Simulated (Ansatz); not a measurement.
Results of HSE06 (Ansatz, an electronic-structure program, PAW) for zinc-blende ZnTe.

Numerical settings: plane-wave cutoff 460 eV, 8×8×8 k mesh, Fermi–Dirac smearing 0.01 eV, scalar-relativistic PAW data made under PBE.

The volume scan:

```json
[
 {"V (Å³/atom)": "27.572", "E − E_lowest (meV/atom)": "11.62", "P (GPa)": "2.716"},
 {"V (Å³/atom)": "28.297", "E − E_lowest (meV/atom)": "2.69", "P (GPa)": "1.255"},
 {"V (Å³/atom)": "28.901", "E − E_lowest (meV/atom)": "0.00", "P (GPa)": "0.184"},
 {"V (Å³/atom)": "29.748", "E − E_lowest (meV/atom)": "2.57", "P (GPa)": "-1.127"},
 {"V (Å³/atom)": "30.474", "E − E_lowest (meV/atom)": "9.90", "P (GPa)": "-2.096"}
]
```

Problem. Estimate the bulk modulus and its pressure derivative from these points.

Solution. V0 = 29.014 Å³/atom, B0 = 47.6 GPa, B′ = 4.5 (fit to the energies at full precision).

Measured, for comparison: bulk modulus 51 ± 3 GPa (room temperature, not corrected to a static lattice; as tabulated in Determination of phase transition pressures of ZnTe under quasihydrostatic …); equilibrium volume per atom 28.42 Å³/atom (room temperature, not corrected to a static lattice; as tabulated in Albrecht et al. (1997), arXiv:cond-mat/9706128). Computed (rounded) less measured: bulk modulus -7 %, equilibrium volume per atom +2.1 %.

Spin–orbit coupling is not included.

Computed values are for the static lattice.
